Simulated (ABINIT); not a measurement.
CdSe (Cadmoselite):

```
CELL_PARAMETERS angstrom
4.30000 0.00000 0.00000
-2.15000 3.72391 0.00000
0.00000 0.00000 7.02000
ATOMIC_POSITIONS crystal
Cd 0.66667 0.33333 0.50000
Cd 0.33333 0.66667 0.00000
Se 0.66667 0.33333 0.88500
Se 0.33333 0.66667 0.38500
```

Base run:

| Item | Value |
| --- | --- |
| Program | ABINIT 10.8.3 (patched build) |
| Functional | HCTH407 |
| Potentials or basis | JTH PAW PBE v2.0 |
| Cutoff | 463 eV |
| k mesh | 7 × 7 × 4 |
| Occupations | fermi-dirac, width 0.05 eV |
| Spin | no spin polarisation |

Its results: band gap on the k mesh 1.07 eV, direct; largest force 0.271 eV/Å.

Question: The run is repeated on the same cell with these changes: functional from HCTH407 to revPBE. What comes out?

Answer: Band gap on the k mesh 0.82 eV, direct; largest force 0.289 eV/Å.

Caveats: the PAW data sets were made with another functional, which shifts forces and pressure a little.

